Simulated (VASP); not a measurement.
# Ti (P6_3/mmc) in VASP: a series of runs

The runs below take Ti through relaxation of cell and atoms, with PBEsol, RPBE.

Program: VASP 6.6.1. These are calculated values, not measurements. Logs are shortened: lines on timing, memory, paths and dates and some standing lists are left out, and cuts for length are marked.

## (1) Starting point

It takes space group P6_3/mmc (No. 194, hexagonal). The conventional cell has a = 2.936 Å, b = 2.936 Å, c = 4.641 Å, α = 90.00°, β = 90.00°, γ = 120.00°. Around Ti (site symmetry -6m2) lie 12 Ti at 2.87 to 2.94 Å.

## (2) Relaxation of cell and atoms, PBEsol

Input file INCAR:

```
SYSTEM = Ti
PREC     = Accurate       ! precision mode
ENCUT    = 480            ! plane-wave cutoff, eV
EDIFF    = 1E-7           ! SCF threshold, eV
ISMEAR   = 0              ! smearing method
SIGMA    = 0.1            ! smearing width, eV
LREAL    = .False.        ! projectors in reciprocal space
LASPH    = .True.         ! aspherical terms in the spheres
NELM     = 60             ! most SCF steps
ALGO     = Normal         ! electronic algorithm
ISIF     = 3              ! what is computed and relaxed
LWAVE    = .False.        ! write WAVECAR
LCHARG   = .False.        ! write CHGCAR
GGA      = PS             ! functional
IBRION   = 2              ! ionic algorithm
NSW      = 90             ! ionic steps
EDIFFG   = -0.005         ! ionic threshold
```

Input file KPOINTS:

```
Automatic mesh
0
Gamma
  18 18 10
  0 0 0
```

Input file POSCAR:

```
Ti
1.0
    2.9357319200      0.0000000000      0.0000000000
   -1.4678659600      2.5424184200      0.0000000000
    0.0000000000      0.0000000000      4.6408561500
Ti
2
Direct
    0.3333333300      0.6666666700      0.2500000000
    0.6666666700      0.3333333300      0.7500000000
```

Potentials or basis: VASP PAW PBE potentials, release 64 (Ti_sv).

The run is started by

```console
cat potpaw_PBE.64/Ti_sv/POTCAR > POTCAR
mpirun -np 1 vasp_std > vasp.out
```

OUTCAR:

```text
SYSTEM = Ti
   PREC = Accurate
   ENCUT = 480
   EDIFF = 1E-7
   ISMEAR = 0
   LREAL = .False.
   LASPH = .True.
   NELM = 60
   ISIF = 3
   GGA = PS
   IBRION = 2
   NSW = 90
   EDIFFG = -0.005

 ion  position               nearest neighbor table
   1  0.333  0.667  0.250-   2 2.87   2 2.87   2 2.87   2 2.87   2 2.87   2 2.87
   2  0.667  0.333  0.750-   1 2.87   1 2.87   1 2.87   1 2.87   1 2.87   1 2.87

  LATTYP: Found a hexagonal cell.
 ALAT       =     2.9357319200
 C/A-ratio  =     1.5808174167

  Lattice vectors:

 A1 = (   2.9357319200,   0.0000000000,   0.0000000000)
 A2 = (  -1.4678659600,   2.5424184200,   0.0000000000)
 A3 = (   0.0000000000,   0.0000000000,   4.6408561500)

Analysis of symmetry for initial positions (statically):
=====================================================================
 Subroutine PRICEL returns:
 Original cell was already a primitive cell.

 Routine SETGRP: Setting up the symmetry group for a
 hexagonal supercell.

 Subroutine GETGRP returns: Found 24 space group operations
 (whereof 12 operations were pure point group operations)
 out of a pool of 24 trial point group operations.

The static configuration has the point symmetry D_3d.
 The point group associated with its full space group is D_6h.

Analysis of symmetry for dynamics (positions and initial velocities):
=====================================================================
 Subroutine PRICEL returns:
 Original cell was already a primitive cell.

 Routine SETGRP: Setting up the symmetry group for a
 hexagonal supercell.

 Subroutine GETGRP returns: Found 24 space group operations
 (whereof 12 operations were pure point group operations)
 out of a pool of 24 trial point group operations.

The dynamic configuration has the point symmetry D_3d.
 The point group associated with its full space group is D_6h.

 Subroutine INISYM returns: Found 24 space group operations
 (whereof 12 operations are pure point group operations),
 and found     1 'primitive' translations

----------------------------------------------------------------------------------------

                                     Primitive cell

  volume of cell :      34.6387

  direct lattice vectors                    reciprocal lattice vectors
     2.935731920  0.000000000  0.000000000     0.340630557  0.196663144  0.000000000
    -1.467865960  2.542418420  0.000000000     0.000000000  0.393326288  0.000000000
     0.000000000  0.000000000  4.640856150     0.000000000  0.000000000  0.215477483

  length of vectors
[... 98 lines left out ...]
   EFERMI_NEDOS =   21; number of points for ismear=-14 and -15
   IALGO  =     38    algorithm
   IMIX   =      4    mixing-type and parameters
     AMIX     =   0.40;   BMIX     =  1.00
     AMIX_MAG =   1.60;   BMIX_MAG =  1.00
  volume/ion in A,a.u.               =      17.32       116.88
  Fermi-wavevector in a.u.,A,eV,Ry     =   1.448632  2.737518 28.552297  2.098535
  Thomas-Fermi vector in A             =   2.566451
   LORBIT       =      0    0 simple, 1 ext, 2 COOP (PROOUT), +10 PAW based schemes
   GGA     = PS    functional components
   LHFCALC =     F    Hartree Fock is set to
   AEXX    =    0.0000 exact exchange contribution
   IVDW    =     0    specifies the selected vdW correction
   LEPSILON=     F    determine dielectric tensor
   LRPA    =     F    only Hartree local field effects (RPA)
 conjugate gradient relaxation of ions
 non-spin polarized calculation
 Gauss-broadening in eV      SIGMA  =   0.10
  energy-cutoff  :      480.00
  volume of cell :       34.64
 maximum number of plane-waves:       844
 NGX is ok and might be reduce to    24
   NGX = 11   NGY = 11   NGZ = 17

--------------------------------------- Ionic step        1  -------------------------------------------

 number of electron      24.0000002 magnetization

 Free energy of the ion-electron system (eV)
  ---------------------------------------------------
  ext. energy  EPLUGINS =         0.00000000
  ---------------------------------------------------
  free energy    TOTEN  =       -16.66652816 eV

  energy without entropy =      -16.65702759  energy(sigma->0) =      -16.66177788

------------------------ aborting loop because EDIFF is reached ----------------------------------------

  FORCE on cell =-STRESS in cart. coord.  units (eV):
  Direction    XX          YY          ZZ          XY          YZ          ZX
  --------------------------------------------------------------------------------------
  -------------------------------------------------------------------------------------
  Total       -0.9257960     -0.9257960     -0.9296688      0.0000000      0.0000000      0.0000000
  in kB      -42.8217445    -42.8217444    -43.0008771      0.0000000      0.0000000      0.0000000
  external PRESSURE =     -42.8814553 kB  Pullay stress =       0.0000000 kB
[... 203 lines left out ...]
--------------------------------------- Ionic step        7  -------------------------------------------

 number of electron      23.9999999 magnetization

 Free energy of the ion-electron system (eV)
  ---------------------------------------------------
  ext. energy  EPLUGINS =         0.00000000
  ---------------------------------------------------
  free energy    TOTEN  =       -16.68436714 eV

  energy without entropy =      -16.67519608  energy(sigma->0) =      -16.67978161

 E-fermi :   8.6541     XC(G=0): -11.8323

 val. band max:        8.6430845042   @ k =   0.0000   0.0000   0.4000
 cond. band min:       8.6613284917   @ k =   0.2778   0.2778   0.4000
 fundamental gap:      0.0182439874
 Fermi energy:         8.6540794789

 k-point     1 :       0.0000    0.0000    0.0000
  band No.  band energies     occupation
      1     -47.9162      2.00000
      2     -47.7510      2.00000
      3     -24.6594      2.00000
      4     -23.9199      2.00000
      5     -23.9199      2.00000
      6     -23.8384      2.00000
[... 433 lines left out ...]
      3     -24.4339      2.00000
      4     -24.3054      2.00000
      5     -24.2963      2.00000
      6     -24.1118      2.00000
[... 8 lines left out ...]
     15       9.8732      0.00000
     16      11.9311      0.00000

 [... further k-points ...]

------------------------ aborting loop because EDIFF is reached ----------------------------------------

  FORCE on cell =-STRESS in cart. coord.  units (eV):
  Direction    XX          YY          ZZ          XY          YZ          ZX
  --------------------------------------------------------------------------------------
  -------------------------------------------------------------------------------------
  Total       -0.0027166     -0.0027166     -0.0012664      0.0000000     -0.0000000      0.0000000
  in kB       -0.1305261     -0.1305261     -0.0608477      0.0000000     -0.0000000      0.0000000
  external PRESSURE =      -0.1073000 kB  Pullay stress =       0.0000000 kB
[... 17 lines left out ...]
  FREE ENERGIE OF THE ION-ELECTRON SYSTEM (eV)
  ---------------------------------------------------
  free  energy   TOTEN  =       -16.6843671416 eV

  energy  without entropy=      -16.6751960810  energy(sigma->0) =      -16.67978161

 reached required accuracy - stopping structural energy minimisation
```

CONTCAR:

```text
Ti
   1.00000000000000
     2.8977000637088004   -0.0000000000000000    0.0000000000000000
    -1.4488500318544002    2.5094818663539473   -0.0000000000000000
    -0.0000000000000000   -0.0000000000000000    4.5856587947291345
  Ti
     2
Direct
     0.3333333300000021    0.6666666699999979    0.2500000000000000
     0.6666666699999979    0.3333333300000021    0.7500000000000000

  0.00000000E+00  0.00000000E+00  0.00000000E+00
  0.00000000E+00  0.00000000E+00  0.00000000E+00
```

Run time: 6.5 min. Hardware: 1 thread of Intel Xeon Platinum 8375C at 2.90GHz (Ice Lake), shared host; peak memory 0.23 GiB.

Results:

```
Free energy                            : -16.6844 eV
Relaxed volume                         : 16.67 Å³/atom
Relaxed cell                           : a = 2.898 Å, b = 2.898 Å, c = 4.586 Å, α = 90.00°, β = 90.00°, γ = 120.00°
Space group after relaxing (to 0.05 Å) : P6_3/mmc (No. 194)
Energy gained by relaxing              : 8.9 meV/atom
Ionic steps                            : 7
Pressure after relaxing                : 0.0 GPa
Band gap on the k mesh                 : none (metal or under the smearing width)
```

Step by step:
| step | energy change (eV) | largest force (eV/Å) | pressure (GPa) | volume (Å³) |
| --- | --- | --- | --- | --- |
| 1 | 0.0000 | 0.0000 | -4.29 | 34.64 |
| 2 | -0.0066 | 0.0000 | 3.77 | 32.37 |
| 3 | -0.0178 | 0.0000 | -0.01 | 33.35 |
| 4 | -0.0178 | 0.0000 | 0.07 | 33.32 |
| 5 | -0.0178 | 0.0000 | -0.05 | 33.36 |
| 6 | -0.0178 | 0.0000 | -0.04 | 33.35 |
| 7 | -0.0178 | 0.0000 | -0.01 | 33.35 |

Final structure:
```xyz
2
Lattice="2.8977 0.0000 0.0000 -1.4489 2.5095 0.0000 0.0000 0.0000 4.5857" Properties=species:S:1:pos:R:3 pbc="T T T"
Ti    0.0000    1.6730    1.1464
Ti    1.4489    0.8365    3.4392
```

Levels at points of the mesh, in eV from the Fermi level:
```tsv
k point	band 8	band 9	band 10	band 11	band 12	band 13	band 14	band 15	band 16
(0.00, 0.00, 0.00)	-32.46	-6.31	-2.80	0.78	0.78	0.90	0.92	1.32	1.32
(0.50, 0.00, 0.00)	-32.54	-2.41	-2.29	-1.97	-0.59	0.46	0.65	1.23	3.52
(0.00, 0.00, 0.50)	-32.52	-4.40	-4.40	0.08	0.08	0.68	0.68	0.68	0.68
(0.50, 0.00, 0.50)	-32.64	-2.67	-2.67	-0.87	-0.87	1.44	1.44	1.79	1.79
```

Caveat: the PAW data sets were made with another functional, which shifts forces and pressure a little.

## (3) Relaxation of cell and atoms, RPBE

Edit INCAR of step 2 so:

```diff
@@ -2,3 +2,3 @@
 PREC     = Accurate       ! precision mode
-ENCUT    = 480            ! plane-wave cutoff, eV
+ENCUT    = 600            ! plane-wave cutoff, eV
 EDIFF    = 1E-7           ! SCF threshold, eV
@@ -13,3 +13,3 @@
 LCHARG   = .False.        ! write CHGCAR
-GGA      = PS             ! functional
+GGA      = RP             ! functional
 IBRION   = 2              ! ionic algorithm
```

KPOINTS is that of step 2.

POSCAR is that of step 2.

Potentials or basis: VASP PAW PBE potentials, release 64 (Ti_sv).

The run is started by

```console
cat potpaw_PBE.64/Ti_sv/POTCAR > POTCAR
mpirun -np 1 vasp_std > vasp.out
```

OUTCAR:

```text
SYSTEM = Ti
   PREC = Accurate
   ENCUT = 600
   EDIFF = 1E-7
   ISMEAR = 0
   LREAL = .False.
   LASPH = .True.
   NELM = 60
   ISIF = 3
   GGA = RP
   IBRION = 2
   NSW = 90
   EDIFFG = -0.005

 ion  position               nearest neighbor table
   1  0.333  0.667  0.250-   2 2.87   2 2.87   2 2.87   2 2.87   2 2.87   2 2.87
   2  0.667  0.333  0.750-   1 2.87   1 2.87   1 2.87   1 2.87   1 2.87   1 2.87

  LATTYP: Found a hexagonal cell.
 ALAT       =     2.9357319200
 C/A-ratio  =     1.5808174167

  Lattice vectors:

 A1 = (   2.9357319200,   0.0000000000,   0.0000000000)
 A2 = (  -1.4678659600,   2.5424184200,   0.0000000000)
 A3 = (   0.0000000000,   0.0000000000,   4.6408561500)

Analysis of symmetry for initial positions (statically):
=====================================================================
 Subroutine PRICEL returns:
 Original cell was already a primitive cell.

 Routine SETGRP: Setting up the symmetry group for a
 hexagonal supercell.

 Subroutine GETGRP returns: Found 24 space group operations
 (whereof 12 operations were pure point group operations)
 out of a pool of 24 trial point group operations.

The static configuration has the point symmetry D_3d.
 The point group associated with its full space group is D_6h.

[... 172 lines left out ...]
  Total        0.7109302      0.7109302      0.7476819      0.0000000     -0.0000000      0.0000000
  in kB       32.8833475     32.8833475     34.5832580      0.0000000     -0.0000000      0.0000000
  external PRESSURE =      33.4499843 kB  Pullay stress =       0.0000000 kB
[... 59 lines left out ...]
--------------------------------------- Ionic step        3  -------------------------------------------

 number of electron      24.0000001 magnetization

 Free energy of the ion-electron system (eV)
  ---------------------------------------------------
  ext. energy  EPLUGINS =         0.00000000
  ---------------------------------------------------
  free energy    TOTEN  =       -14.88279056 eV

  energy without entropy =      -14.87310660  energy(sigma->0) =      -14.87794858

 E-fermi :   8.1775     XC(G=0): -11.2602

 val. band max:        8.1729669256   @ k =   0.3333   0.1667   0.4000
 cond. band min:       8.1795689029   @ k =   0.0000   0.0000   0.3000
 fundamental gap:      0.0066019773
 Fermi energy:         8.1775436063

 k-point     1 :       0.0000    0.0000    0.0000
  band No.  band energies     occupation
      1     -48.8868      2.00000
      2     -48.7656      2.00000
      3     -25.3742      2.00000
      4     -24.7864      2.00000
      5     -24.7864      2.00000
      6     -24.7307      2.00000
[... 433 lines left out ...]
      3     -25.1841      2.00000
      4     -25.0981      2.00000
      5     -25.0778      2.00000
      6     -24.9358      2.00000
[... 8 lines left out ...]
     15       9.3047      0.00000
     16      11.1676      0.00000

 [... further k-points ...]

------------------------ aborting loop because EDIFF is reached ----------------------------------------

  FORCE on cell =-STRESS in cart. coord.  units (eV):
  Direction    XX          YY          ZZ          XY          YZ          ZX
  --------------------------------------------------------------------------------------
  -------------------------------------------------------------------------------------
  Total       -0.0035358     -0.0035358      0.0041498     -0.0000000      0.0000000      0.0000000
  in kB       -0.1586682     -0.1586682      0.1862216     -0.0000000      0.0000000      0.0000000
  external PRESSURE =      -0.0437049 kB  Pullay stress =       0.0000000 kB
[... 17 lines left out ...]
  FREE ENERGIE OF THE ION-ELECTRON SYSTEM (eV)
  ---------------------------------------------------
  free  energy   TOTEN  =       -14.8827905558 eV

  energy  without entropy=      -14.8731066023  energy(sigma->0) =      -14.87794858

 reached required accuracy - stopping structural energy minimisation
```

OSZICAR:

```text
N       E                     dE             d eps       ncg     rms          rms(c)
DAV:   1     0.261231759230E+03    0.26123E+03   -0.14822E+04  7112   0.205E+03
DAV:   2     0.121891233565E+02   -0.24904E+03   -0.24760E+03  7392   0.518E+02
DAV:   3    -0.155418119357E+02   -0.27731E+02   -0.27490E+02 13984   0.140E+02
[... 34 lines left out ...]
DAV:   7    -0.148827617874E+02   -0.96643E-04   -0.20009E-04 10352   0.112E-01    0.155E-02
DAV:   8    -0.148827884319E+02   -0.26645E-04   -0.52724E-05  9712   0.442E-02    0.285E-03
DAV:   9    -0.148827898358E+02   -0.14039E-05   -0.29256E-06 10360   0.140E-02    0.201E-03
DAV:  10    -0.148827902764E+02   -0.44062E-06   -0.14000E-07  5376   0.400E-03    0.607E-04
DAV:  11    -0.148827905707E+02   -0.29433E-06   -0.50173E-08  4088   0.262E-03    0.264E-04
DAV:  12    -0.148827905558E+02    0.14932E-07   -0.13545E-08  3824   0.150E-03
   3 F= -.14882791E+02 E0= -.14877949E+02  d E =-.108317E-01
```

CONTCAR:

```text
Ti
   1.00000000000000
     2.9649906882696833    0.0000000000000000    0.0000000000000000
    -1.4824953441348416    2.5677572565625053   -0.0000000000000000
     0.0000000000000000   -0.0000000000000000    4.6894999656318515
  Ti
     2
Direct
     0.3333333300000021    0.6666666699999979    0.2500000000000000
     0.6666666699999979    0.3333333300000021    0.7500000000000000

  0.00000000E+00  0.00000000E+00  0.00000000E+00
  0.00000000E+00  0.00000000E+00  0.00000000E+00
```

It took 3.9 min on 1 thread of Intel Xeon Platinum 8375C at 2.90GHz (Ice Lake), shared host; peak memory 0.26 GiB.

Results:

* Free energy: -14.8828 eV
* Relaxed volume: 17.85 Å³/atom
* Relaxed cell: a = 2.965 Å, b = 2.965 Å, c = 4.689 Å, α = 90.00°, β = 90.00°, γ = 120.00°
* Space group after relaxing (to 0.05 Å): P6_3/mmc (No. 194)
* Energy gained by relaxing: 5.4 meV/atom
* Ionic steps: 3
* Pressure after relaxing: 0.0 GPa
* Band gap on the k mesh: none (metal or under the smearing width)

The path:
| step | energy change (eV) | largest force (eV/Å) | pressure (GPa) | volume (Å³) |
| --- | --- | --- | --- | --- |
| 1 | 0.0000 | 0.0000 | 3.34 | 34.64 |
| 2 | -0.0054 | 0.0000 | -2.18 | 36.48 |
| 3 | -0.0108 | 0.0000 | 0.00 | 35.70 |

Final structure:
```yaml
crystal:
  lattice:
    - [2.96499, 0.00000, 0.00000]
    - [-1.48250, 2.56776, 0.00000]
    - [0.00000, 0.00000, 4.68950]
  atoms:
    - { symbol: Ti, position: [0.33333, 0.66667, 0.25000] }
    - { symbol: Ti, position: [0.66667, 0.33333, 0.75000] }
```

Levels at points of the mesh, in eV from the Fermi level:
```
           k point  band 9  band 10  band 11  band 12  band 13  band 14  band 15  band 16
(0.00, 0.00, 0.00)   -6.18    -2.64     0.67     0.76     0.76     0.87     1.24     1.24
(0.50, 0.00, 0.00)   -2.33    -2.09    -1.78    -0.69     0.47     0.60     1.13     3.21
(0.00, 0.00, 0.50)   -4.35    -4.35     0.08     0.08     0.66     0.66     0.66     0.66
(0.50, 0.00, 0.50)   -2.48    -2.48    -0.79    -0.79     1.22     1.22     1.67     1.67
```

Caveat: the PAW data sets were made with another functional, which shifts forces and pressure a little.
